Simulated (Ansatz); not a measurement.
**Pt (bcc type) under strong compression**

```
CELL_PARAMETERS angstrom
-1.58206 1.58206 1.58206
1.58206 -1.58206 1.58206
1.58206 1.58206 -1.58206
ATOMIC_POSITIONS crystal
Pt 0.00000 0.00000 0.00000
```

The cell comes from a relaxation on PAW files under the same functional, begun from a prototype that needn't be the stable phase.

Its volume is scaled at fixed shape and fractional positions.

Computed with Ansatz 0.2.0; functional PBE, scalar-relativistic. Settings: a Γ-centred 17×17×17 k mesh, Fermi–Dirac smearing of 0.08 eV, no spin polarisation. Methods: LAPW: all electrons, basis error target 1 meV/atom; PAW: frozen-core files, cutoff 420 eV; crystal datasets: all electrons, by PAW datasets that the program makes for each cell; norm-conserving: pseudopotentials, cutoff 1143 eV; PAW (cutoff 800 eV): frozen-core files, cutoff 800 eV.

Energies are extrapolated to zero smearing and count from the unscaled cell; pressure is positive in compression; gaps take the mesh and a band path. No temperature or zero-point motion is included.

Spin–orbit coupling is left out, which matters for the heavy atoms.

```csv
V/V0,V (Å³/atom),P LAPW (GPa),ΔE LAPW (eV/atom),P PAW − LAPW (GPa),ΔE PAW − LAPW (meV/atom)
1.00,15.84,-0.04,0.000,0.03,0.0
0.88,13.94,42.7,0.220,0.07,0.6
0.78,12.35,113.9,0.955,0.14,1.7
0.68,10.77,250.7,2.682,0.31,3.8
0.58,9.19,?,?,?,?
0.50,7.92,950.5,12.001,1.91,19.6
0.43,6.81,1645,20.734,3.88,38.6
```

Fit the Vinet equation to the LAPW pressures shown (residuals weighted by 1/(|P| + 0.03·Pmax)), and predict the pressure of the withheld row.

The fit gives V0 = 15.84 Å³/atom, B0 = 233 GPa and B0′ = 5.60. At 9.19 Å³/atom, x = (V/V0)^(1/3) = 0.8339, and P = 3·B0·(1 − x)/x²·exp[1.5·(B0′ − 1)·(1 − x)] = 526.4 GPa. The run itself gave 523.8 GPa (+0.5 % off) and ΔE = 6.348 eV/atom.

At the smallest volume, how far do crystal datasets and norm-conserving and PAW (cutoff 800 eV) lie from LAPW in pressure?

crystal datasets: -0.01 GPa; norm-conserving: +6.03 GPa; PAW (cutoff 800 eV): +3.48 GPa, on a LAPW pressure of 1645 GPa.

How do the Löwdin populations by LAPW change from the unscaled cell to the last row?

Pt 5s 1.99 → 1.92, Pt 6s 0.95 → 0.83, Pt 5d 8.93 → 9.12 electrons an atom. These are projections on the shells that the free atoms fill; 0.13 e a cell lies outside them at the start and 0.16 e at the end.
